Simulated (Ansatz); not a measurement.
**Ge under changes of volume**

One of the cells (22.639 Å³/atom); the others are scaled copies at fixed shape and fractional positions:

```
Ge
1.0
     0.00000    2.82891    2.82891
     2.82891    0.00000    2.82891
     2.82891    2.82891    0.00000
Ge
2
Direct
  0.75000 0.75000 0.75000
  0.50000 0.50000 0.50000
```

```yaml
Program: Ansatz 0.2.0
Functional: PBE
Potentials_or_basis: Ansatz PAW polarizable
Cutoff: "420 eV (not typed: the program's choice for these potentials)"
k_mesh: 8 × 8 × 8
Occupations: fermi-dirac, width 0.05 eV
Spin: no spin polarisation
```

| volume (Å³/atom) | energy over the lowest point (meV/atom) | pressure (GPa) |
| --- | --- | --- |
| 21.281 | ? | ? |
| 21.733 | 43.11 | 7.0 |
| 22.186 | 26.00 | 5.2 |
| 22.639 | 13.63 | 3.6 |
| 23.092 | 5.38 | 2.2 |
| 23.545 | 0.97 | 0.9 |
| 23.997 | 0.00 | -0.2 |

Question: What does the run at 21.281 Å³/atom give?

Answer: Energy over the lowest point 65.62 meV/atom; pressure 9.0 GPa.

Worked out: A Birch-Murnaghan fit of order 3 (a polynomial in V^(-2/3)) to the other rows has its minimum at 23.91 Å³/atom with B0 = V·E''(V) = 59 GPa and B' = 4.3. It gives 65.30 meV/atom at 21.281 Å³/atom, against the run's 65.62, and -dE/dV = 8.8 GPa, against 9.0.

Energies are extrapolated to zero smearing.
